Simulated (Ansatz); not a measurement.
The cell is built from the fluorite type as a first guess.

Te2Mo: DFT, PBE, PAW with Ansatz's default frozen-core files, scalar-relativistic (Ansatz 0.2.0).

The relaxation starts from this cell:

```xyz
3
Lattice="0.0000 3.2174 3.2174 3.2174 0.0000 3.2174 3.2174 3.2174 0.0000" Properties=species:S:1:pos:R:3 pbc="T T T"
Mo    0.0000    0.0000    0.0000
Te    1.6087    1.6087    1.6087
Te    4.8260    4.8260    4.8260
```

Output:

```
Engine: ansatz 0.2.0
Pseudopotentials: kind: paw
Pseudopotential: Mo, paw, valence charge 14, recommended cutoff 420 eV (normal)
Pseudopotential: Te, paw, valence charge 16, recommended cutoff 420 eV (normal)
Functional definition: PBE
  parameter kappa = 0.804
  parameter beta = 0.06672455060314922
  exchange = pbe_x(kappa = kappa, mu = beta*pi^2/3)
  correlation = pbe_c(beta = beta)
Crystal: 3 atoms, lattice volume = 66.609 Å³
Basis set: ecut = 420 eV, 1291 PW (Γ), exchange–correlation on 64×64×64 points (8 copies of the dense FFT grid, shifted against one another)
Bands: 28, of which v1, the nominal top of the filled ones, is band 23 counted from 1 (22 counted from 0)
Symmetry: 48 space group operations
Space group: Fm-3m (ITA 225), of the structure as read, at distance tolerance 4.1e-5 Å
k-points: 56 of 1331
Non-local potential: Mo, projectors of the file, l = 0: 3, l = 1: 2, l = 2: 2, l = 3: 1
Non-local potential: Te, projectors of the file, l = 0: 2, l = 1: 2, l = 2: 2, l = 3: 2
PAW form: soft (Blöchl's): semilocal exchange-correlation on the pseudo side does not see the compensation charge
PAW one-centre angular grid: Mo, 590 points (default); XC on 64 Gauss nodes
PAW one-centre angular grid: Te, 590 points (default); XC on 64 Gauss nodes
Initial density: superposition of atomic densities (neutral atoms: chi_scale 0, normalization atom), corrected by the library's trained network
Initial wavefunctions: pseudopotential atomic-orbital guess
Functional: x = pbe(κ = 0.804, μ = 0.2195149727645171), c = pbe(β = 0.06672455060314922)
SCF iter   1: F=—  HF=-18914.957414 eV  |F-HF|=—  |Δ(HF+E_count)|=         —  Δρ=6.71e-3  dr2=2.79e-2  ethr=1.77e-3  ⟨swp⟩=6.0  Hψ=6606  notcnv=0
preconditioner: auto → LDOS  [metal: Δε(μ)=0.008 eV  Ē_g=7.778 eV  σ=0.050 eV  W_gap=0.04  n_scr=14 (ndim 8)  ℏωp=19.3 eV  f_vac=0.033  D(μ)=3.66/eV (n_scr^D=26)  β→1.0]
SCF iter   2: F=—  HF=-18914.956123 eV  |F-HF|=—  |Δ(HF+E_count)|=   1.29e-3  Δρ=2.00e-3  dr2=2.70e-3  ethr=6.06e-5  ⟨swp⟩=2.1  Hψ=2767  notcnv=0  defer=3
SCF iter   3: F=—  HF=-18914.956489 eV  |F-HF|=—  |Δ(HF+E_count)|=   3.66e-4  Δρ=6.96e-4  dr2=2.91e-4  ethr=5.87e-6  ⟨swp⟩=2.1  Hψ=2773  notcnv=0  defer=3
SCF iter   4: F=—  HF=-18914.956336 eV  |F-HF|=—  |Δ(HF+E_count)|=   1.53e-4  Δρ=1.54e-4  dr2=1.99e-5  ethr=6.32e-7  ⟨swp⟩=2.0  Hψ=2857  notcnv=0  defer=3
SCF iter   5: F=—  HF=-18914.956339 eV  |F-HF|=—  |Δ(HF+E_count)|=   2.58e-6  Δρ=3.50e-5  dr2=1.01e-6  ethr=4.33e-8  ⟨swp⟩=2.8  Hψ=2807  notcnv=0  defer=3
SCF iter   6: F=-18914.956339 eV  HF=-18914.956339 eV  |F-HF|=7.93e-9  |Δ(HF+E_count)|=   6.64e-8  Δρ=7.36e-6  dr2=3.72e-8  ethr=2.17e-10  ⟨swp⟩=4.9  Hψ=5352  notcnv=0
SCF 1 converged in 6 iterations: F = -18914.956339 eV  dr2 = 3.72e-8
  greatest PAW one-centre occupation: 0.998 electrons in one spin orbital (limit 2), on the Mo atom at site 0 (counted from 0), in its partial waves of l = 0
relax step   1: F+E_penalty+E_count = -18914.95633851 eV  Δ(F+E_penalty+E_count) = +0.000e0 eV  max|allowed force component| = 3.277e-18 eV/Å  Δτ_max = 0.0000 Å  P = +11.591 GPa  Ω = 66.609 Å³  (6 SCF iters, dr2 threshold 1.00e-7 eV, accepted)
Crystal: 3 atoms, lattice volume = 76.833 Å³
Basis set: ecut = 420 eV, 1459 PW (Γ), exchange–correlation on 64×64×64 points (8 copies of the dense FFT grid, shifted against one another)
Initial density: handed on by an earlier stage of this run
Initial wavefunctions: those handed on with the density
iter 1 solved again at ethr=7.50e-4 eV; its pass at ethr=3.10e-3 eV (dr2=3.45e-1 eV) is discarded
SCF iter   1: F=—  HF=-18915.195910 eV  |F-HF|=—  |Δ(HF+E_count)|=         —  Δρ=1.30e-2  dr2=3.46e-1  ethr=7.50e-4  ⟨swp⟩=1.0  Hψ=9293  notcnv=0
preconditioner: auto → LDOS  [metal: Δε(μ)=0.031 eV  Ē_g=7.048 eV  σ=0.050 eV  W_gap=0.15  n_scr=14 (ndim 8)  ℏωp=18.0 eV  f_vac=0.055  D(μ)=5.26/eV (n_scr^D=58)  β→1.0]
SCF iter   2: F=—  HF=-18915.151922 eV  |F-HF|=—  |Δ(HF+E_count)|=   4.40e-2  Δρ=4.59e-3  dr2=6.93e-3  ethr=7.50e-4  ⟨swp⟩=2.0  Hψ=1934  notcnv=0
SCF iter   3: F=—  HF=-18915.154915 eV  |F-HF|=—  |Δ(HF+E_count)|=   2.99e-3  Δρ=1.88e-3  dr2=5.87e-3  ethr=1.51e-5  ⟨swp⟩=3.0  Hψ=3489  notcnv=0
SCF iter   4: F=—  HF=-18915.154389 eV  |F-HF|=—  |Δ(HF+E_count)|=   5.26e-4  Δρ=4.20e-4  dr2=1.61e-4  ethr=1.28e-5  ⟨swp⟩=2.0  Hψ=1638  notcnv=0
SCF iter   5: F=—  HF=-18915.154371 eV  |F-HF|=—  |Δ(HF+E_count)|=   1.86e-5  Δρ=1.24e-4  dr2=1.33e-5  ethr=3.51e-7  ⟨swp⟩=2.0  Hψ=2745  notcnv=0
SCF iter   6: F=—  HF=-18915.154375 eV  |F-HF|=—  |Δ(HF+E_count)|=   4.45e-6  Δρ=3.32e-5  dr2=9.93e-7  ethr=2.88e-8  ⟨swp⟩=3.0  Hψ=2928  notcnv=0
SCF iter   7: F=-18915.154375 eV  HF=-18915.154375 eV  |F-HF|=1.41e-8  |Δ(HF+E_count)|=   1.26e-7  Δρ=5.46e-6  dr2=1.94e-8  ethr=6.52e-10  ⟨swp⟩=4.6  Hψ=5131  notcnv=0
SCF 2 converged in 7 iterations: F = -18915.154375 eV  dr2 = 1.94e-8
relax step   2: F+E_penalty+E_count = -18915.15437484 eV  Δ(F+E_penalty+E_count) = -1.980e-1 eV  max|allowed force component| = 1.079e-17 eV/Å  Δτ_max = 0.0000 Å  P = -3.406 GPa  Ω = 76.833 Å³  energy of the carried Pulay correction = -2.397e-3 eV  (7 SCF iters, dr2 threshold 3.00e-7 eV, accepted)
Crystal: 3 atoms, lattice volume = 74.245 Å³
iter 1 solved again at ethr=2.60e-5 eV; its pass at ethr=3.10e-3 eV (dr2=1.20e-2 eV) is discarded
SCF iter   1: F=—  HF=-18915.189801 eV  |F-HF|=—  |Δ(HF+E_count)|=         —  Δρ=2.47e-3  dr2=1.19e-2  ethr=2.60e-5  ⟨swp⟩=1.4  Hψ=8336  notcnv=0
preconditioner: auto → LDOS  [metal: Δε(μ)=0.024 eV  Ē_g=7.156 eV  σ=0.050 eV  W_gap=0.12  n_scr=14 (ndim 8)  ℏωp=18.3 eV  f_vac=0.039  D(μ)=4.29/eV (n_scr^D=50)  β→1.0]
SCF iter   2: F=—  HF=-18915.188212 eV  |F-HF|=—  |Δ(HF+E_count)|=   1.59e-3  Δρ=8.90e-4  dr2=3.27e-4  ethr=2.60e-5  ⟨swp⟩=2.0  Hψ=1676  notcnv=0
SCF iter   3: F=—  HF=-18915.188281 eV  |F-HF|=—  |Δ(HF+E_count)|=   6.91e-5  Δρ=3.03e-4  dr2=1.47e-4  ethr=7.11e-7  ⟨swp⟩=2.8  Hψ=2849  notcnv=0
SCF iter   4: F=—  HF=-18915.188263 eV  |F-HF|=—  |Δ(HF+E_count)|=   1.85e-5  Δρ=1.03e-4  dr2=1.83e-5  ethr=3.19e-7  ⟨swp⟩=1.9  Hψ=1624  notcnv=0
SCF iter   5: F=—  HF=-18915.188261 eV  |F-HF|=—  |Δ(HF+E_count)|=   2.36e-6  Δρ=3.14e-5  dr2=1.67e-6  ethr=3.99e-8  ⟨swp⟩=1.1  Hψ=1594  notcnv=0
SCF iter   6: F=-18915.188260 eV  HF=-18915.188260 eV  |F-HF|=2.86e-8  |Δ(HF+E_count)|=   8.06e-8  Δρ=6.05e-6  dr2=3.95e-8  ethr=6.52e-10  ⟨swp⟩=4.9  Hψ=5195  notcnv=0
SCF 3 converged in 6 iterations: F = -18915.188260 eV  dr2 = 3.95e-8
relax step   3: F+E_penalty+E_count = -18915.18826041 eV  Δ(F+E_penalty+E_count) = -3.389e-2 eV  max|allowed force component| = 1.446e-17 eV/Å  Δτ_max = 0.0000 Å  P = -0.627 GPa  Ω = 74.245 Å³  energy of the carried Pulay correction = -1.823e-3 eV  (6 SCF iters, dr2 threshold 3.00e-7 eV, accepted)
Crystal: 3 atoms, lattice volume = 73.685 Å³
iter 1 solved again at ethr=1.37e-6 eV; its pass at ethr=3.10e-3 eV (dr2=6.31e-4 eV) is discarded
SCF iter   1: F=—  HF=-18915.189495 eV  |F-HF|=—  |Δ(HF+E_count)|=         —  Δρ=5.83e-4  dr2=6.59e-4  ethr=1.37e-6  ⟨swp⟩=2.1  Hψ=7595  notcnv=0
preconditioner: auto → LDOS  [metal: Δε(μ)=0.033 eV  Ē_g=7.207 eV  σ=0.050 eV  W_gap=0.16  n_scr=14 (ndim 8)  ℏωp=18.4 eV  f_vac=0.042  D(μ)=4.27/eV (n_scr^D=50)  β→1.0]
SCF iter   2: F=—  HF=-18915.189407 eV  |F-HF|=—  |Δ(HF+E_count)|=   8.73e-5  Δρ=2.11e-4  dr2=1.79e-5  ethr=1.37e-6  ⟨swp⟩=2.0  Hψ=1704  notcnv=0
SCF iter   3: F=—  HF=-18915.189404 eV  |F-HF|=—  |Δ(HF+E_count)|=   3.62e-6  Δρ=7.60e-5  dr2=9.17e-6  ethr=3.90e-8  ⟨swp⟩=2.1  Hψ=2367  notcnv=0
SCF iter   4: F=—  HF=-18915.189403 eV  |F-HF|=—  |Δ(HF+E_count)|=   7.63e-7  Δρ=2.64e-5  dr2=1.23e-6  ethr=1.99e-8  ⟨swp⟩=1.9  Hψ=1624  notcnv=0
SCF iter   5: F=-18915.189403 eV  HF=-18915.189403 eV  |F-HF|=7.16e-8  |Δ(HF+E_count)|=   1.48e-7  Δρ=7.37e-6  dr2=9.03e-8  ethr=6.52e-10  ⟨swp⟩=4.3  Hψ=4931  notcnv=0
SCF 4 converged in 5 iterations: F = -18915.189403 eV  dr2 = 9.03e-8
relax step   4: F+E_penalty+E_count = -18915.18940275 eV  Δ(F+E_penalty+E_count) = -1.142e-3 eV  max|allowed force component| = 1.581e-17 eV/Å  Δτ_max = 0.0000 Å  P = +0.050 GPa  Ω = 73.685 Å³  energy of the carried Pulay correction = -1.696e-3 eV  (5 SCF iters, dr2 threshold 3.00e-7 eV, accepted)
Crystal: 3 atoms, lattice volume = 73.724 Å³
iter 1 solved again at ethr=4.98e-9 eV; its pass at ethr=3.10e-3 eV (dr2=2.29e-6 eV) is discarded
SCF iter   1: F=—  HF=-18915.189406 eV  |F-HF|=—  |Δ(HF+E_count)|=         —  Δρ=3.58e-5  dr2=2.36e-6  ethr=4.98e-9  ⟨swp⟩=2.0  Hψ=7443  notcnv=0
preconditioner: auto → LDOS  [metal: Δε(μ)=0.039 eV  Ē_g=7.207 eV  σ=0.050 eV  W_gap=0.19  n_scr=14 (ndim 8)  ℏωp=18.3 eV  f_vac=0.042  D(μ)=4.30/eV (n_scr^D=50)  β→1.0]
SCF iter   2: F=—  HF=-18915.189400 eV  |F-HF|=—  |Δ(HF+E_count)|=   5.47e-6  Δρ=1.30e-5  dr2=7.97e-8  ethr=4.98e-9  ⟨swp⟩=2.0  Hψ=1711  notcnv=0
SCF iter   3: F=—  HF=-18915.189400 eV  |F-HF|=—  |Δ(HF+E_count)|=   9.46e-9  Δρ=4.10e-6  dr2=2.61e-8  ethr=1.36e-11  ⟨swp⟩=5.0  Hψ=5918  notcnv=0
SCF iter   4: F=-18915.189400 eV  HF=-18915.189400 eV  |F-HF|=1.82e-9  |Δ(HF+E_count)|=   2.06e-9  Δρ=1.15e-6  dr2=2.27e-9  ethr=1.36e-11  ⟨swp⟩=3.1  Hψ=5349  notcnv=0
SCF 5 converged in 4 iterations: F = -18915.189400 eV  dr2 = 2.27e-9
relax step   5: F+E_penalty+E_count = -18915.18940036 eV  Δ(F+E_penalty+E_count) = +2.395e-6 eV  max|allowed force component| = 1.099e-17 eV/Å  Δτ_max = 0.0000 Å  P = +0.002 GPa  Ω = 73.724 Å³  energy of the carried Pulay correction = -1.705e-3 eV  (4 SCF iters, dr2 threshold 6.25e-9 eV, accepted)
Initial wavefunctions: pseudopotential atomic-orbital guess (no wavefunctions were taken with the density)
iter 1 solved again at ethr=3.27e-8 eV; its pass at ethr=3.10e-3 eV (dr2=1.51e-5 eV) is discarded
SCF iter   1: F=—  HF=-18915.189258 eV  |F-HF|=—  |Δ(HF+E_count)|=         —  Δρ=4.24e-4  dr2=4.28e-6  ethr=3.27e-8  ⟨swp⟩=4.6  Hψ=11760  notcnv=0
preconditioner: auto → LDOS  [metal: Δε(μ)=0.039 eV  Ē_g=7.207 eV  σ=0.050 eV  W_gap=0.19  n_scr=14 (ndim 8)  ℏωp=18.3 eV  f_vac=0.042  D(μ)=4.29/eV (n_scr^D=50)  β→1.0]
SCF iter   2: F=—  HF=-18915.190830 eV  |F-HF|=—  |Δ(HF+E_count)|=   1.57e-3  Δρ=3.12e-5  dr2=8.40e-7  ethr=9.30e-9  ⟨swp⟩=2.1  Hψ=2872  notcnv=0
SCF iter   3: F=—  HF=-18915.190829 eV  |F-HF|=—  |Δ(HF+E_count)|=   6.22e-7  Δρ=1.07e-5  dr2=7.14e-8  ethr=1.83e-9  ⟨swp⟩=2.1  Hψ=2766  notcnv=0
SCF iter   4: F=—  HF=-18915.190829 eV  |F-HF|=—  |Δ(HF+E_count)|=   4.50e-7  Δρ=2.58e-6  dr2=8.91e-9  ethr=1.55e-10  ⟨swp⟩=2.0  Hψ=2759  notcnv=0
SCF iter   5: F=—  HF=-18915.190829 eV  |F-HF|=—  |Δ(HF+E_count)|=   1.05e-8  Δρ=1.07e-6  dr2=4.26e-10  ethr=1.94e-11  ⟨swp⟩=2.0  Hψ=2077  notcnv=0
SCF iter   6: F=—  HF=-18915.190829 eV  |F-HF|=—  |Δ(HF+E_count)|=   2.12e-9  Δρ=2.38e-7  dr2=6.34e-11  ethr=1.00e-12  ⟨swp⟩=2.2  Hψ=2856  notcnv=0
SCF iter   7: F=-18915.190829 eV  HF=-18915.190829 eV  |F-HF|=7.28e-12  |Δ(HF+E_count)|=  2.18e-11  Δρ=4.63e-8  dr2=2.16e-12  ethr=1.00e-12  ⟨swp⟩=6.0  Hψ=6623  notcnv=0
SCF 6 converged in 7 iterations: F = -18915.190829 eV  dr2 = 2.16e-12
relax step   6: F+E_penalty+E_count = -18915.19082939 eV  Δ(F+E_penalty+E_count) = -1.429e-3 eV  max|allowed force component| = 1.176e-17 eV/Å  Δτ_max = 0.0000 Å  P = -0.009 GPa  Ω = 73.724 Å³  stress off target by 9.21e-3 GPa  SCF on the basis re-selected at this cell (its energy is not comparable with the rows above)  (7 SCF iters)
basis re-selected at this cell: Δ(F+E_penalty+E_count) = -1.429e-3 eV, ΔP = -0.011 GPa vs the last step (what re-selecting the basis moved, of the pressure what is left beyond the Pulay correction that the steps carried, after the strain that the cell walked since its last selection, with what the two solves' SCF thresholds leave and, on support functions, any second-order correction that the steps lacked; it is no measure of the basis error at this ecutwfc). This SCF's stress stands 9.21e-3 GPa from its target on what of the cell is left free (relax.cell.stress_tol is 5.00e-2 GPa) and its largest allowed force component is 1.18e-17 eV/Å (relax.f_tol is 5.00e-3 eV/Å): within both
SCF converged after 7 iterations
Free energy (F): -18915.190829 eV
Harris-Foulkes:  -18915.190829 eV  (|F-HF|=7.28e-12)
Internal energy: -18915.154811 eV  (E = F + TS)
E sigma→0 (E₀):  -18915.172820 eV
Entropy (-TS):   -0.036019 eV (-12.006 meV/atom)
Fermi energy:    13.070697 eV
--- Per-component energies (eV) ---
  E_band       = -554.743192
  E_kinetic    = 804.066640
  E_local      = -3244.597444  (includes V_loc(G=0)·N_el)
  E_nonlocal   = -475.443305
  E_hartree    = 1852.106959
  E_xc         = -432.054690
  E_vxc        = -437.413709  (∫ρ·V_xc dr)
  E_paw        = -12527.274959  (= ΣΔE_a)
  E_vpaw       = -905.568949  (= ΣTr[D̂ρ^β])
  E_aug_tail   = -0.000369  (compensation charges beyond the density's cutoff)
  E_ewald      = -4891.957644
  E_smearing   = -0.036019  (= −TS)
  E_closure    = 0.000000  (closes the sum)
  Σ components = -18915.190829   (vs F -18915.190829, Δ=0.00e0)
--- Forces (eV/Å), atoms counted from 1 ---
  atom   1  Mo    -0.00000000     0.00000000     0.00000000
  atom   2  Te    -0.00000000    -0.00000000    -0.00000000
  atom   3  Te     0.00000000     0.00000000     0.00000000
  max |Σ_I F_I| component: 6.36e-18 eV/Å
--- Stress (GPa, compression-positive) ---
       -0.009215       0.000000      -0.000000
        0.000000      -0.009215       0.000000
       -0.000000       0.000000      -0.009215
  P = ⅓ Tr σ = -0.0092 GPa (-0.092 kbar)
--- Relaxed structure (5 steps of the walk, 5 accepted, 1 SCFs on fresh bases) ---
  F+E_penalty+E_count = -18915.19082939 eV   max|allowed force component| = 1.176e-17 eV/Å   (the final SCF, on the basis selected at the relaxed cell)
  cell:  # Å, volume = 73.7243 Å³
    - [-3.8056059792099245e-34, 3.328077862228087, 3.328077862228087]
    - [3.328077862228087, -6.090561890929478e-34, 3.328077862228087]
    - [3.328077862228087, 3.328077862228087, -3.638414092239507e-34]
  atoms:
    - { symbol: Mo, position: [-2.0732943398035515e-35, 3.148913207821935e-35, 6.599207547745641e-36] }
    - { symbol: Te, position: [0.25, 0.25, 0.25] }
    - { symbol: Te, position: [0.7499999999999999, 0.7499999999999999, 0.7499999999999999] }
```
